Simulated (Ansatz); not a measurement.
A series in volume per atom on Be

All results are calculated (Ansatz 0.2.0 development build). Equation of state of a cubic crystal from periodic Kohn-Sham density functional theory without spin; pressure corrected for the finite basis.

Cell of the first row (space group Pm-3m, No. 221):
```
Be
1.0
      2.1289     0.0000     0.0000
      0.0000     2.1289     0.0000
      0.0000     0.0000     2.1289
Be
1
Direct
  0.00000 0.00000 0.00000
```

Settings of every row: formula Be; structure type simple cubic; functional PBE; spin treatment none; k mesh 50x50x50; occupation method fermi-dirac; occupation width 0.061225619 eV; wave cutoff 420 eV; datasets soft-1 PAW; density cutoff ratio 4.

Limits: a cubic model structure, not a phase known at ambient conditions.

```
row  volume per atom (Å³)  pressure (GPa)  energy above lowest point (meV/atom)
  1                 9.649           5.186                                  9.54
  2                 9.854           3.306                                  4.12
  3                10.059           1.584                                  1.01
  4                10.264           0.007                                     0
  5                 10.47          -1.438                                  0.93
  6                10.675               ?                                     ?
  7                 10.88          -3.977                                  7.96
```

Question: what pressure and energy above lowest point should row 6 give?

Worked fit of pressure. Take u = (V_r/V)^(2/3) − 1 with V_r = 10.162 Å³ an atom, which is twice the finite (Eulerian) strain; such expansions in the strain, on which the Birch-Murnaghan equation of state is built, carry the rest volume and the bulk modulus. The shown rows have u = 0.03514, 0.02073, 0.00681, -0.00664, -0.01971, -0.04449. Least squares give pressure = 0.7767 + 117.218 × u + 233.82 × u² GPa; a straight line predicts inner rows, each left out in turn, worse (root mean square 0.15 against 0.0041 GPa). The rows lie off it by 0.002, -0.001, -0.002, -0.002, 0.005, -0.001 (root mean square 0.0025 GPa). The pressure vanishes at u = -0.0067, or V = 10.27 Å³ an atom, and there the bulk modulus at fixed shape and fractions is B = −V dP/dV = (2/3)(1 + u) dP/du = 75.5 GPa. The withheld row has u = -0.0323, so the fit gives 0.7767 + 117.218 × (-0.0323) + 233.82 × (-0.0323)² = -2.765 GPa.

The calculation gave -2.762 GPa. The fit lies 0.003 GPa (0.033 % of the column's range) below it; its largest miss of a shown row is 0.005 GPa.

Worked fit of energy above lowest point. Take u = (V_r/V)^(2/3) − 1 with V_r = 10.162 Å³ an atom, which is twice the finite (Eulerian) strain; such expansions in the strain, on which the Birch-Murnaghan equation of state is built, carry the rest volume and the bulk modulus. The shown rows have u = 0.03514, 0.02073, 0.00681, -0.00664, -0.01971, -0.04449. Least squares give energy above lowest point = 0.249 + 74.08 × u + 5479.3 × u² − 1829 × u³ meV/atom; a parabola predicts inner rows, each left out in turn, worse (root mean square 0.037 against 0.005 meV/atom). All shown rows lie on it to the printed digit. Its lowest point lies at u = -0.0067, or V = 10.27 Å³ an atom, and the curvature there gives the bulk modulus at fixed shape and fractions, B = (4/9)(1 + u)² E″(u)/V = 75.5 GPa. The withheld row has u = -0.0323, so the fit gives 0.249 + 74.08 × (-0.0323) + 5479.3 × (-0.0323)² − 1829 × (-0.0323)³ = 3.63 meV/atom.

The calculation gave 3.63 meV/atom. The fit meets it to the printed digit.
